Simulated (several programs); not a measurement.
# Many methods on one cell: KBr (zincblende)

Zincblende KBr, relaxed with r2SCAN in Ansatz, was computed with several methods. The symmetry is F-43m (No. 216, cubic); conventional cell a = 7.377 Å, 50.17 Å³ an atom. K is surrounded by 4 Br at 3.19 Å; Br is surrounded by 4 K at 3.19 Å. No spin polarisation and no zero-point or thermal motion; the cell was built from a prototype and may be hypothetical.

```
K Br
1.0
     0.00000    3.68830    3.68830
     3.68830    0.00000    3.68830
     3.68830    3.68830    0.00000
K Br
1 1
Direct
  0.00000 0.00000 0.00000
  0.25000 0.25000 0.25000
```

Gaps and times are for a single point on this cell; volume and bulk modulus come from each method's own relaxation or energy curve at fixed shape. Times are rough, from shared hosts (Arm Neoverse N1; Arm Neoverse V1; Arm Neoverse V2), and each method has its own mesh and cell size. A dagger marks a closed or tiny gap in a crystal that DFT finds insulating: a failure of the method or a wrong SCF state. A star marks a curve whose lowest point is an end point. PM6 (MOPAC), PM7 (MOPAC), GFN1-xTB (tblite), GFN2-xTB (tblite) treat a cluster of cells at its zone centre, which samples few k points: where these miss a band edge, the gap comes out too large for that reason alone. Gaps from k meshes are read at a limited set of points (mesh, symmetry points, PBE's band edges), so each method's own least gap may be somewhat smaller. Force fields have no electrons; where one was fitted to this phase, its volume and modulus reflect the fit. xTB and the PM methods were fitted mostly to molecules, and can miss a solid's gap by electronvolts. Minimal bases can be far off for gaps. Times of the plane-wave rungs are withheld (a dash), since they come from other jobs, hosts and meshes; the meshes of hybrids and Hartree-Fock don't converge their gaps to the digits shown. GLLB-SC's gap includes the derivative discontinuity. G0W0 is at finite bands, cutoff and mesh. d marks a direct gap, i an indirect one (no mark: not told apart), a dash a value that wasn't computed or didn't pass its checks.

| method | kind | gap (eV) | own volume (Å³/atom) | bulk modulus (GPa) | atoms computed | processor time |
| --- | --- | --- | --- | --- | --- | --- |
| PBEsol | semilocal | – | 48.69 | – | 2 | – |
| ffield.eim (LAMMPS) | force field | – | – | – | 2 | 0.12 s |
| light PBE (260 eV, its own mesh) | light plane-wave | 4.28 i | – | – | 2 | 0.58 s |
| GFN1-xTB (tblite) | tight binding | 0.00† | 46.68 | 8 | cluster | 2 s |
| PBE | semilocal | 4.28 i | 51.55 | 9 | 2 | – |
| PM6 (MOPAC) | semi-empirical | 9.24 | – | – | cluster | 2.5 s |
| GFN2-xTB (tblite) | tight binding | 3.38 | 55.62* | – | cluster | 2.6 s |
| PM7 (MOPAC) | semi-empirical | 11.44 | – | – | cluster | 2.8 s |
| LDA | semilocal | 3.98 i | 45.19 | – | 2 | – |
| r2SCAN | semilocal | 4.84 i | 50.17 | 10 | 2 | – |
| PBE/single zeta (GPAW) | small basis | 3.77 d | – | – | 2 | 6.1 s |
| PBE/SZV (CP2K) | small basis | 2.98 d | 52.68 | 11 | 2 | 6.3 s |
| GLLB-SC (GPAW) | model potential | 9.44 | – | – | 2 | 9.5 s |
| PBE/DZVP (CP2K) | small basis | 4.42 i | 52.28 | 9 | 2 | 12 s |
| PBE+SOC | semilocal | 4.14 i | – | – | 2 | – |
| PBE0 | hybrid | 6.12 i | – | – | 2 | – |
| HSE06 | hybrid | 5.39 i | 50.90 | – | 2 | – |
| Hartree-Fock | exact exchange | 11.27 i | – | – | 2 | – |
| DDH-PBE0 | hybrid | 7.93 i | – | – | 2 | – |
| r2SCANh | hybrid | 5.46 i | – | – | 2 | – |
| G0W0@LDA (140 eV screening cutoff) | many-body | 6.96 | – | – | 2 | – |
| G0W0@r2SCAN (140 eV screening cutoff) | many-body | 7.39 | – | – | 2 | – |
| HSE06+SOC | hybrid | 5.24 i | – | – | 2 | – |
| G0W0@HSE06 (140 eV screening cutoff) | many-body | 7.65 | – | – | 2 | – |
| G0W0@PBE (210 eV screening cutoff) | many-body | 7.19 | – | – | 2 | – |

Against HSE06 (5.39 eV) and with closed or daggered gaps left aside, the nearest gap at the points sampled is that of r2SCANh (+0.07 eV) and the farthest that of PM7 (MOPAC) (+6.05 eV). HSE06 is only a yardstick of convenience: for gaps this wide it usually falls short of measured ones, so a larger value can be the better one.

Volumes against r2SCAN's: PBEsol -3.0 %, GFN1-xTB (tblite) -7.0 %, PBE +2.7 %, LDA -9.9 %, PBE/SZV (CP2K) +5.0 %, PBE/DZVP (CP2K) +4.2 %, HSE06 +1.4 %.

Only the rows marked +SOC include spin-orbit coupling.
